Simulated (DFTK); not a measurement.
# Hf in DFTK: convergence with k mesh

Crystal: Hf.

```
CELL_PARAMETERS angstrom
-1.81764 1.76833 1.77229
1.82437 -1.83223 1.84292
1.80441 1.81900 -1.83620
ATOMIC_POSITIONS crystal
Hf 0.00000 0.00000 0.00000
```

The cell isn't the ideal one: cell strained at random.

| Property | Result |
| --- | --- |
| Program | DFTK 0.8.2 |
| Task | convergence study |
| Functional | PBEsol |
| Potentials or basis | SPMS 1.0 (PBE) |
| Cutoff | 816 eV |
| k mesh | 2 × 2 × 2 |
| Occupations | fermi-dirac, width 0.15 eV |
| Spin | no spin polarisation |

These are the settings of the first run; the series varies k mesh, with any setting tied to it.

Hardware: 1 thread of Intel(R) Xeon(R) Platinum 8488C (Sapphire Rapids), on a shared host.

```
   k mesh  energy less the tightest run, at zero smearing (meV/atom)  pressure (GPa)  SCF cycles
2 × 2 × 2                                                   -1132.68          -33.60           9
3 × 3 × 3                                                     -14.48           -8.23           9
4 × 4 × 4                                                     -61.25           -8.14           9
6 × 6 × 6                                                      16.98           -7.60           9
8 × 8 × 8                                                      -7.19           -8.15           9
9 × 9 × 9                                                       0.00           -7.99           9
```

Not settled before the last step: the energy (to 1 meV/atom), the pressure (to 0.1 GPa). Meshes of other sizes hit other points, so gaps and Fermi surfaces needn't settle smoothly. The tightest run that finished is the yardstick and may itself not be fully converged.

Caveat, for the tightest run too: the potentials were made for another functional, which shifts forces and pressure. The run has no spin-orbit coupling, so splittings on Hf are missing.
